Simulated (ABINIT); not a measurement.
Input of an ABINIT 10.8.3 (patched build) run:

The input run.abi:

```
# Pseudopotentials
pp_dirpath "./"
pseudos "B.GGA_PBE-JTH.xml"

# Structure
acell 3*1.0 Angstrom
rprim
     1.8852400000     0.0000000000     0.0000000000
     0.0000000000     1.8852400000     0.0000000000
     0.0000000000     0.0000000000     1.8852400000
ntypat 1
znucl 5
natom 1
typat 1
xred
     0.5000000000     0.5000000000     0.5000000000

# Plane-wave basis
ecut 18.0
pawecutdg 36.0
pawxcdev 0

# k points
kptopt 1
ngkpt 14 14 14
nshiftk 1
shiftk 0.0 0.0 0.0

# Exchange and correlation
ixc 14

# Bands and occupations
nband 6
occopt 3
tsmear 0.05 eV

# SCF cycle
nstep 100
tolvrs 1.0e-9

# Output
iomode 3
prtwf 0
prtden 0
prteig 0
prtebands 0
enunit 1
```

Potentials or basis: JTH PAW PBE v2.0.

The run is started by

```console
$ abinit run.abi > log 2>&1
```

Estimate the pressure.

2.9 GPa.

Estimate the band gap on the k mesh.

none (metal or under the smearing width).

Caveat: the PAW data sets were made with another functional, which shifts forces and pressure a little.
